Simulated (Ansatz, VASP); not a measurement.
# Two plane-wave programs on CdTe

```
Cd Te
1.0
     0.00000    2.93419    2.93419
     2.93419    0.00000    2.93419
     2.93419    2.93419    0.00000
Cd Te
1 1
Direct
  0.00000 0.00000 0.00000
  0.50000 0.50000 0.50000
```

Change from the starting cell: volume scaled by 0.88, PAW files.

Alike in both runs: task single point; functional PBE; k mesh 11 × 11 × 11; occupations fermi-dirac, width 0.05 eV; no spin polarisation.

```csv
,VASP,Ansatz
version,VASP 6.6.1,Ansatz 0.2.0
potentials or method,"VASP PAW PBE potentials, release 64 (Cd, Te)","PAW with Ansatz's default frozen-core files, scalar-relativistic"
plane-wave cutoff (eV),520,420
valence electrons in the cell,18,36
```

|  | VASP | Ansatz | Ansatz less VASP |
| --- | --- | --- | --- |
| pressure (GPa) | 8.5 | 8.2 | -0.28 |

The two sets of potentials don't hold the same shells in valence.

Spin-orbit coupling is left out, which matters for the levels of Te.
